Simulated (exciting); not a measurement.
Fe under changes of volume

One of the cells (12.019 Å³/atom); the others are scaled copies at fixed shape and fractional positions:

```
Fe
1.0
    -1.44300    1.44300    1.44300
     1.44300   -1.44300    1.44300
     1.44300    1.44300   -1.44300
Fe
1
Direct
  0.00000 0.00000 0.00000
```

| Quantity | Value |
| --- | --- |
| Program | exciting (release sodium) |
| Functional | PBEsol |
| Potentials or basis | all-electron LAPW+lo, shipped species files, valence relativity iora* |
| rgkmax | 9 |
| k mesh | 13 × 13 × 13 |
| Occupations | fermi-dirac, width 0.05 eV |
| Spin | collinear spin, ferromagnetic start |

| volume (Å³/atom) | energy over the lowest point (meV/atom) | moment (μB per cell) |
| --- | --- | --- |
| 11.298 | 0.00 | 2.12 |
| 11.538 | 16.95 | 2.15 |
| 11.778 | 38.67 | 2.19 |
| 12.019 | 64.55 | 2.26 |
| 12.259 | 93.10 | 2.32 |
| 12.499 | 123.75 | 2.40 |
| 12.740 | ? | ? |

Question: What does the run at 12.740 Å³/atom give?

Answer: Energy over the lowest point 156.32 meV/atom; moment 2.50 μB per cell.

Worked out: A Birch-Murnaghan fit of order 3 (a polynomial in V^(-2/3)) to the other rows has no minimum within the range. It gives 155.96 meV/atom at 12.740 Å³/atom, against the run's 156.32. A parabola through the other rows of the moment, of slope 0.407 μB per Å³/atom there, extrapolates to 2.49 μB, against the run's 2.50.

Energies are extrapolated to zero smearing.

Caveats: the free energy is that total less TS from the occupations.
